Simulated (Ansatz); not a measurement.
Space group Pm-3m (No. 221). a = 2.939 Å, b = 2.939 Å, c = 2.939 Å, α = 90.00°, β = 90.00°, γ = 90.00°
```tsv
atom	site	symmetry	x	y	z
Ti	1a	m-3m	0.0000	0.0000	0.0000
Co	1b	m-3m	0.5000	0.5000	0.5000
```

Equation of state of this TiCo structure (not necessarily the ground state), with shape and atoms relaxed at each volume where symmetry leaves them free. It has no gap at any of these volumes. Level of theory: DFT PBEsol, scalar-relativistic, plane waves, PAW in Ansatz 0.2.0.

Plane waves to 420 eV, a k mesh through Γ of 14×14×14 on the computed 2-atom cell and Gaussian smearing (0.10 eV); collinear spin.

```
V (Å³/atom) E − E(largest V) (meV/atom) P (GPa)
     11.926                         6.18    12.96
     12.306                       -15.82     5.91
     12.687                       -22.42     0.01
     13.067                       -16.44    -4.86
     13.448                         0.00    -9.03
```

Question: Fit a third-order Birch–Murnaghan equation to E(V).

Answer: V0 = 12.68 Å³/atom, B0 = 177 GPa, B0' = 5.5.